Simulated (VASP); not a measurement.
**Ag: work function with PBE**

Slab: Ag, a slab with vacuum.

```
CELL_PARAMETERS angstrom
1.46139 2.53120 0.00000
-2.92278 0.00000 0.00000
0.00000 0.00000 20.70445
ATOMIC_POSITIONS crystal
Ag 0.00000 0.00000 0.50000
```

The cell was built by a generator and needn't be a form met in nature.

```json
{
  "Program": "VASP 6.6.1",
  "Task": "work function",
  "Functional": "PBE",
  "Potentials or basis": "VASP PAW PBE potentials, release 64 (Ag)",
  "Cutoff": "520 eV",
  "k mesh": "13 × 13 × 1",
  "Occupations": "methfessel-paxton, width 0.1 eV",
  "Spin": "no spin polarisation",
  "Dipole correction": "yes",
  "Further INCAR settings": "ALGO = Normal; EDIFF = 1e-06"
}
```

| Item | Value |
| --- | --- |
| Band gap on the k mesh | none (metal or under the smearing width) |
| Work function of the upper face | 5.01 eV |
| Work function of the lower face | 5.01 eV |

Levels at points of the mesh, in eV from the Fermi level:
```csv
k point,band 2,band 3,band 4,band 5,band 6,band 7,band 8,band 9
"(0.00, 0.00, 0.00)",-3.45,-3.45,-2.59,-2.40,-2.40,1.65,4.73,5.26
```

Wall time 21 s on 2 MPI ranks on Intel(R) Xeon(R) 6975P-C (Granite Rapids), with other jobs on the host, peak memory 0.27 GiB a rank.
